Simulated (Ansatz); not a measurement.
Crystal: Hf.

```
Hf
1.0
     3.19670    0.00000    0.00000
    -1.59835    2.76842    0.00000
     0.00000    0.00000    5.05780
Hf
2
Direct
  0.66667 0.33333 0.75000
  0.33333 0.66667 0.25000
```

Base run:

| Property | Result |
| --- | --- |
| Program | Ansatz 0.2.0 |
| Functional | PBE |
| Potentials or basis | Ansatz PAW |
| Cutoff | 420 eV |
| Density cutoff | 1680 eV |
| k mesh | 7 × 7 × 4 |
| Occupations | fermi-dirac, width 0.05 eV |
| Spin | spin-orbit coupling, no magnetisation |

Its results: band gap on the k mesh none (metal or under the smearing width); pressure 0.7 GPa.

Question: The run is repeated on the same cell with these changes: functional from PBE to r2SCAN; cutoff from 420 eV to 500 eV; density cutoff from 1680 eV to 2000 eV. What comes out?

Answer: Band gap on the k mesh none (metal or under the smearing width); pressure -0.4 GPa.

Caveats: the PAW data sets come from PBE, with cores solved anew for the run's functional, which leaves a small shift of forces and pressure (some runs).

Not every run made on this cell is shown here.
